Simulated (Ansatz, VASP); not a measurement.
# One calculation of Sb, two programs

```
Sb
1.0
     3.43694    0.00000    0.00000
    -1.71847    2.97648    0.00000
     0.00000    0.00000    5.35676
Sb
2
Direct
  0.33333 0.66667 0.25000
  0.66667 0.33333 0.75000
```

Alike in both runs: functional PBE; k mesh 11 × 11 × 7; occupations fermi-dirac, width 0.05 eV; no spin polarisation.

Ansatz relaxed the structure, and its values are those at the end. VASP's run is a single point on that final structure, the one shown.

|  | VASP | Ansatz |
| --- | --- | --- |
| version | VASP 6.6.1 | Ansatz 0.2.0 |
| potentials or method | VASP PAW PBE potentials, release 64 (Sb) | PAW with Ansatz's default frozen-core files, scalar-relativistic |
| plane-wave cutoff (eV) | 520 | 420 |
| valence electrons in the cell | 10 | 30 |

Ansatz gave:

```
pressure (GPa) : 0.0
```

**Question.** What did VASP give for the same quantities?

**Answer.** Pressure (GPa): -0.2.

The two sets of potentials don't hold the same shells in valence. Ansatz warned: «gradients_without_spin_orbit».

Spin-orbit coupling is left out, which matters for the levels of Sb.
